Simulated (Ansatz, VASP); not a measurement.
## Two plane-wave programs on HfB

The input INCAR:

```
SYSTEM = HfB
PREC     = Accurate       ! precision mode
ENCUT    = 520            ! plane-wave cutoff, eV
EDIFF    = 1E-7           ! SCF threshold, eV
ISMEAR   = 0              ! smearing method
SIGMA    = 0.15           ! smearing width, eV
LREAL    = .FALSE.        ! projectors in reciprocal space
LASPH    = .TRUE.         ! aspherical terms in the spheres
NELM     = 100            ! most SCF steps
ALGO     = Fast           ! electronic algorithm
ISIF     = 2              ! what is computed and relaxed
LWAVE    = .FALSE.        ! write WAVECAR
LCHARG   = .TRUE.         ! write CHGCAR
GGA      = CA             ! functional
LELF     = .TRUE.         ! ELF
LVHAR    = .TRUE.       
NBANDS   = 14             ! bands
```

The input KPOINTS:

```
regular mesh
0
G
  20 20 20
  0 0 0
```

The input POSCAR:

```
HfB
1.0
   -0.2438591213      2.1947320921      2.1947320921
    2.1947320921     -0.2438591213      2.1947320921
    2.1947320921      2.1947320921     -0.2438591213
Hf B
1 1
Direct
    0.5000000000      0.5000000000      0.5000000000
    0.0000000000      0.0000000000      0.0000000000
```

Input for Ansatz:

```yaml
crystal:
  lattice:
    - [-0.2438591213, 2.1947320921, 2.1947320921]
    - [2.1947320921, -0.2438591213, 2.1947320921]
    - [2.1947320921, 2.1947320921, -0.2438591213]
  atoms:
    - { symbol: Hf, position: [0.5, 0.5, 0.5] }
    - { symbol: B, position: [0.0, 0.0, 0.0] }
basis:
  ecutwfc: 420
kpoints:
  mp_grid: { grid: [20, 20, 20] }
hamiltonian:
  xc: lda
scf:
  occupations: { method: gaussian, width: 0.15 }
output:
  forces: true
  stress: true
  eigenvalues: true
```

Alike in both runs: task single point; functional LDA; k mesh 20 × 20 × 20; occupations gaussian, width 0.15 eV; no spin polarisation.

|  | VASP | Ansatz |
| --- | --- | --- |
| version | VASP 6.6.1 | Ansatz 0.2.0 |
| potentials or method | VASP PAW LDA potentials, release 64 (Hf_pv, B) | scalar-relativistic, plane waves, PAW |
| plane-wave cutoff (eV) | 520 | 420 |
| valence electrons in the cell | 13 | 29 |

Ansatz gave:

| Quantity | Value |
| --- | --- |
| gap on the k mesh at the Fermi level (eV) | none |
| pressure (GPa) | 18.1 |
| largest component of the traceless stress (GPa) | 4.60 |

Question: Which values does VASP return?

Answer: gap on the k mesh at the Fermi level (eV): none; pressure (GPa): 19.7; largest component of the traceless stress (GPa): 4.28.

A gap of «none» marks a metal or a gap that the smearing closes. The two sets of potentials don't hold the same shells in valence.

Caveats: so large a pressure means that the cell lies far from this level's equilibrium, or that cutoff or potentials fall short (VASP). Spin-orbit coupling is left out, which matters for the levels of Hf.
